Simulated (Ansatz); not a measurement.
LiF: phonon entropy and phonon heat capacity against temperature

Harmonic vibrational free energy, entropy and heat capacity at constant volume, per atom, from the force constants of a q mesh, imaginary modes left out; plane waves with PAW datasets, Gamma-centred k mesh. The results are calculated, by Ansatz 0.2.0.

Structure of every row (space group Fm-3m, No. 225):
```
cell vectors (Å)
   0.0000     2.0340     2.0340
   2.0340     0.0000     2.0340
   2.0340     2.0340     0.0000
atoms (fractions of the cell vectors)
Li  0.00000  0.00000  0.00000
F   0.50000  0.50000  0.50000
```

Settings of every row: functional PBE; dispersion none; spin none; wave cutoff 420 eV; k mesh 12x12x12; occupations fixed; smearing width 0 eV; pressure 0 GPa; phonon method linear response; q mesh 4x4x4.

```csv
row,temperature (K),phonon entropy (kB/atom),phonon heat capacity (kB/atom),phonon free energy (meV/atom)
1,200,1.398,2.04,48.3
2,300,2.324,2.492,32.2
3,400,3.072,2.693,8.8
4,500,?,?,?
5,600,4.201,2.856,-54.4
6,700,4.644,2.893,-92.6
7,800,5.032,2.917,-134.3
8,900,5.377,2.934,-179.2
9,1000,5.687,2.947,-226.9
```

Question: what phonon entropy and phonon heat capacity should row 4 give?

Worked fit of phonon entropy. Entropy rises as the heat capacity times the change of ln T, so take t = ln(T / 300 K). The shown rows have t = -0.4055, 0, 0.2877, 0.6931, 0.8473, 0.9808, 1.0986, 1.204. Least squares give phonon entropy = 2.3464 + 2.47594 × t + 0.25904 × t² kB/atom; a straight line predicts inner rows, each left out in turn, worse (root mean square 0.062 against 0.018 kB/atom). The rows lie off it by 0.013, -0.022, -0.008, 0.014, 0.014, 0.008, -0.002, -0.016 (root mean square 0.013 kB/atom), a smooth pattern that one more power would take up: the form is only approximate. The slope at t = 0, 2.48 kB/atom, estimates the heat capacity at 300 K. The withheld row has t = 0.5108, so the fit gives 2.3464 + 2.47594 × (0.5108) + 0.25904 × (0.5108)² = 3.679 kB/atom.

The calculation gave 3.685 kB/atom. The fit lies 0.006 kB/atom (0.14 % of the column's range) below it; its largest miss of a shown row is 0.022 kB/atom.

Worked fit of phonon heat capacity. At high temperature a harmonic heat capacity falls short of its limit by a term in 1/T², so take t = (100 K / T)². The shown rows have t = 0.25, 0.11111, 0.0625, 0.02778, 0.02041, 0.01562, 0.01235, 0.01. Least squares give phonon heat capacity = 2.9961 − 5.1418 × t + 5.273 × t² kB/atom; a straight line predicts inner rows, each left out in turn, worse (root mean square 0.031 against 0.0031 kB/atom). The rows lie off it by 0.000, 0.002, -0.002, -0.001, 0.000, 0.000, 0.001, 0.002. The constant, 2.9961 kB/atom, is to be held against the harmonic limit of 3 k_B an atom. The withheld row has t = 0.04, so the fit gives 2.9961 − 5.1418 × (0.04) + 5.273 × (0.04)² = 2.799 kB/atom.

The calculation gave 2.797 kB/atom. The fit lies 0.002 kB/atom (0.22 % of the column's range) above it; its largest miss of a shown row is 0.002 kB/atom.

The other values of row 4: phonon free energy -20.4 meV/atom.
